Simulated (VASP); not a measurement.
Crystal: TaS2.

```
Ta S
1.0
     3.35000    0.00000    0.00000
    -1.67500    2.90119    0.00000
     0.00000    0.00000    5.86000
Ta S
1 2
Direct
  0.00000 0.00000 0.00000
  0.66667 0.33333 0.75000
  0.33333 0.66667 0.25000
```

| Property | Result |
| --- | --- |
| Program | VASP 6.6.1 |
| Task | relaxation of cell and atoms |
| Functional | RPBE |
| Dispersion | D3 |
| Potentials or basis | VASP PAW PBE potentials, release 64 (Ta_pv, S) |
| Cutoff | 600 eV |
| k mesh | 9 × 9 × 5 |
| Occupations | fermi-dirac, width 0.05 eV |
| Spin | no spin polarisation |

At the start: pressure 8.3 GPa; volume 18.98 Å³/atom.

Q: How do energy, volume and symmetry change on relaxing?

A: Over 15 steps the energy falls by 35.8 meV/atom and the volume is 19.53 Å³/atom (+2.9 %); space group P-3m1 (No. 164, to 0.05 Å).

Step by step:
```
step  energy change (eV)  largest force (eV/Å)  pressure (GPa)  volume (Å³)
   1              0.0000                1.3681            8.28        56.95
   2              0.2299                1.7415          -12.48        65.42
   3             -0.1022                0.0773           -0.81        59.77
   4             -0.1024                0.1222           -0.50        59.66
   5             -0.1024                0.1442           -0.35        59.61
   6             -0.1061                0.0755           -0.09        59.26
   7             -0.1066                0.0431            0.03        59.09
   8             -0.1067                0.0081           -0.19        59.12
   9             -0.1067                0.0069           -0.28        59.12
  10             -0.1068                0.0074           -0.27        59.10
  11             -0.1070                0.0088           -0.25        59.01
  12             -0.1072                0.0115           -0.20        58.85
  13             -0.1073                0.0172           -0.09        58.52
  14             -0.1074                0.0154           -0.12        58.62
  15             -0.1074                0.0083            0.05        58.58
```

Final structure:
```
Ta S
1.0
     3.37092    0.00000    0.00000
    -1.68546    2.91931    0.00000
     0.00000    0.00000    5.95267
Ta S
1 2
Cartesian
  3.3709 0.0000 0.0000
  1.6855 0.9731 4.4179
  0.0000 1.9462 1.5348
```

Caveat: the PAW data sets were made with another functional, which shifts forces and pressure a little.
